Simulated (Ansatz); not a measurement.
Geometry optimisation in Ansatz: input, command and trajectory.

```yaml
crystal:
  lattice:
    - [4.9673401244, 0.0, 0.0]
    - [0.0, 4.9673401244, 0.0]
    - [0.0, 0.0, 7.2080852097]
  atoms:
    - { symbol: Si, position: [0.0, 0.0, 0.0] }
    - { symbol: Si, position: [0.0, 0.5, 0.25] }
    - { symbol: Si, position: [0.5, 0.5, 0.5] }
    - { symbol: Si, position: [0.5, 0.0, 0.75] }
    - { symbol: O, position: [0.0974564812, 0.25, 0.125] }
    - { symbol: O, position: [0.25, 0.5974564812, 0.375] }
    - { symbol: O, position: [0.75, 0.4025435188, 0.375] }
    - { symbol: O, position: [0.9025435188, 0.75, 0.125] }
    - { symbol: O, position: [0.5974564812, 0.75, 0.625] }
    - { symbol: O, position: [0.75, 0.0974564812, 0.875] }
    - { symbol: O, position: [0.25, 0.9025435188, 0.875] }
    - { symbol: O, position: [0.4025435188, 0.25, 0.625] }
basis:
  ecutwfc: 500
kpoints:
  mp_grid: { grid: [6, 6, 4] }
hamiltonian:
  xc: r2scan
scf:
  occupations: { method: gaussian, width: 0.02 }
output:
  forces: true
  stress: true
  eigenvalues: true
relax:
  adjacent_minimum: "off"
  f_tol: 0.008
  max_steps: 40
  cell: { stress_tol: 0.015, fix: [c, angles] }
```

```bash
ansatz run input.yaml --threads 1 --pin off --max-ram 2560MiB --backend cpu --events-out ev --progress --plain --runs-dir out
```

The calculation used Ansatz 0.2.0, DFT r2SCAN, scalar-relativistic, plane waves, PAW.

Of 4 frames 3 are shown, positions in Å and forces in eV/Å; the SCF threshold varies from step to step. Steps run on the plane waves of an earlier cell, with a Pulay correction in the pressure. The basis is chosen afresh for the last frame, the zero of the energies, and at times for earlier ones too; energy and pressure can step there, also at an unchanged geometry. Where two frames share a geometry here, they differ by under 2 meV/atom and 0.3 GPa.

```xyz
12
Lattice="4.9673 0.0000 0.0000 0.0000 4.9673 0.0000 0.0000 0.0000 7.2081" Properties=species:S:1:pos:R:3:forces:R:3 pbc="T T T" step=1 free_energy_over_end_meV_per_atom=0.22 pressure_GPa=1.26
Si    0.0000    0.0000    0.0000    0.0000    0.0000    0.0000
Si    0.0000    2.4837    1.8020    0.0000    0.0000    0.0000
Si    2.4837    2.4837    3.6040    0.0000    0.0000    0.0000
Si    2.4837    0.0000    5.4061    0.0000    0.0000    0.0000
O     0.4841    1.2418    0.9010    0.0691    0.0000    0.0000
O     1.2418    2.9678    2.7030    0.0000    0.0691    0.0000
O     3.7255    1.9996    2.7030    0.0000   -0.0691    0.0000
O     4.4832    3.7255    0.9010   -0.0691    0.0000    0.0000
O     2.9678    3.7255    4.5051    0.0691    0.0000    0.0000
O     3.7255    0.4841    6.3071    0.0000    0.0691    0.0000
O     1.2418    4.4832    6.3071    0.0000   -0.0691    0.0000
O     1.9996    1.2418    4.5051   -0.0691    0.0000    0.0000
12
Lattice="4.9729 0.0000 0.0000 0.0000 4.9729 0.0000 0.0000 0.0000 7.2081" Properties=species:S:1:pos:R:3:forces:R:3 pbc="T T T" step=2 free_energy_over_end_meV_per_atom=0.08 pressure_GPa=0.88
Si    0.0000    0.0000    0.0000    0.0000    0.0000    0.0000
Si    0.0000    2.4865    1.8020    0.0000    0.0000    0.0000
Si    2.4865    2.4865    3.6040    0.0000    0.0000    0.0000
Si    2.4865    0.0000    5.4061    0.0000    0.0000    0.0000
O     0.4845    1.2432    0.9010    0.0423    0.0000    0.0000
O     1.2432    2.9710    2.7030    0.0000    0.0423    0.0000
O     3.7297    2.0019    2.7030    0.0000   -0.0423    0.0000
O     4.4884    3.7297    0.9010   -0.0423    0.0000    0.0000
O     2.9710    3.7297    4.5051    0.0423    0.0000    0.0000
O     3.7297    0.4845    6.3071    0.0000    0.0423    0.0000
O     1.2432    4.4884    6.3071    0.0000   -0.0423    0.0000
O     2.0019    1.2432    4.5051   -0.0423    0.0000    0.0000
12
Lattice="4.9797 0.0000 0.0000 0.0000 4.9797 0.0000 0.0000 0.0000 7.2081" Properties=species:S:1:pos:R:3:forces:R:3 pbc="T T T" step=4 free_energy_over_end_meV_per_atom=0.00 pressure_GPa=0.38
Si    0.0000    0.0000    0.0000    0.0000    0.0000    0.0000
Si    0.0000    2.4899    1.8020    0.0000    0.0000    0.0000
Si    2.4899    2.4899    3.6040    0.0000    0.0000    0.0000
Si    2.4899    0.0000    5.4061    0.0000    0.0000    0.0000
O     0.4854    1.2449    0.9010    0.0076    0.0000    0.0000
O     1.2449    2.9753    2.7030    0.0000    0.0076    0.0000
O     3.7348    2.0044    2.7030    0.0000   -0.0076    0.0000
O     4.4943    3.7348    0.9010   -0.0076    0.0000    0.0000
O     2.9753    3.7348    4.5051    0.0076    0.0000    0.0000
O     3.7348    0.4854    6.3071    0.0000    0.0076    0.0000
O     1.2449    4.4943    6.3071    0.0000   -0.0076    0.0000
O     2.0044    1.2449    4.5051   -0.0076    0.0000    0.0000
```

It took 2.7 min on 1 thread of Arm Neoverse V2, on a shared host, peak memory 0.78 GiB.